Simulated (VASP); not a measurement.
Crystal: CdSe.

```
CELL_PARAMETERS angstrom
0.00000 3.04639 3.04639
3.04639 0.00000 3.04639
3.04639 3.04639 0.00000
ATOMIC_POSITIONS crystal
Cd 0.00000 0.00000 0.00000
Se 0.25000 0.25000 0.25000
```

Measurements of this composition are mostly on another form, of space group No. 186.

Base run:

- Program: VASP 6.6.1
- Functional: PBEsol
- Potentials or basis: VASP PAW PBE potentials, release 64 (Cd, Se)
- Cutoff: 700 eV
- k mesh: 10 × 10 × 10
- Occupations: gaussian, width 0.02 eV
- Spin: no spin polarisation

Its results: band gap on the k mesh 0.47 eV, direct; pressure 0.0 GPa.

Q: The run is repeated on the same cell with these changes: functional from PBEsol to r2SCAN; cutoff from 700 eV to 520 eV. What comes out?

A: Band gap on the k mesh 1.08 eV, direct; pressure 1.3 GPa.

r2SCAN gives the wider gap, since meta-GGAs in the generalised Kohn-Sham scheme recover part of the derivative discontinuity.

Caveats: the PAW data sets were made with another functional, which shifts forces and pressure a little.

A k mesh can miss the band edges.

Not every run made on this cell is shown here.
